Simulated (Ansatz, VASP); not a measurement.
## Two plane-wave programs on GaP

INCAR

```
SYSTEM = GaP
PREC = Accurate ; ENCUT = 520
EDIFF = 1E-6 ; ISMEAR = 0
SIGMA = 0.05 ; LREAL = .FALSE.
LASPH = .TRUE. ; NELM = 60
ALGO = Normal ; ISIF = 2
LWAVE = .FALSE. ; LCHARG = .TRUE.
GGA = PE ; LELF = .TRUE.
LVHAR = .TRUE. ; NBANDS = 16
```

The input KPOINTS:

```
Automatic mesh
0
G
  8 8 8
  0 0 0
```

File POSCAR:

```
GaP
1.0
    0.0000000000      2.7525368124      2.8213502327
    2.7525368124      0.0000000000      2.8213502327
    2.7525368124      2.7525368124      0.0000000000
Ga P
1 1
Direct
    0.0000000000      0.0000000000      0.0000000000
    0.7500000000      0.7500000000      0.7500000000
```

Input for Ansatz:

```yaml
crystal:
  lattice:
    - [0.0, 2.7525368124, 2.8213502327]
    - [2.7525368124, 0.0, 2.8213502327]
    - [2.7525368124, 2.7525368124, 0.0]
  atoms:
    - { symbol: Ga, position: [0.0, 0.0, 0.0] }
    - { symbol: P, position: [0.75, 0.75, 0.75] }
basis:
  ecutwfc: 420
kpoints:
  mp_grid: { grid: [8, 8, 8] }
hamiltonian:
  xc: pbe
scf:
  occupations: { method: gaussian, width: 0.05 }
output:
  forces: true
  stress: true
  eigenvalues: true
```

Change from the starting cell: strain +0.000 along x and y, +0.025 along z, atoms carried along.

Alike in both runs: task single point; functional PBE; k mesh 8 × 8 × 8; occupations gaussian, width 0.05 eV; no spin polarisation.

|  | VASP | Ansatz |
| --- | --- | --- |
| version | VASP 6.6.1 | Ansatz 0.2.0 |
| potentials or method | VASP PAW PBE potentials, release 64 (Ga_d, P) | scalar-relativistic, plane waves, PAW |
| plane-wave cutoff (eV) | 520 | 420 |
| valence electrons in the cell | 18 | 18 |

```csv
,VASP,Ansatz,Ansatz less VASP
gap on the k mesh at the Fermi level (eV),1.33,1.33,+0.003
least direct gap on the mesh (eV),1.33,1.33,+0.003
pressure (GPa),-1.8,-1.8,+0.05
largest component of the traceless stress (GPa),1.24,1.24,-0.002
```

The functional is the same, so the differences come from potentials, cutoffs and numerics.

A k mesh can miss the band edges.
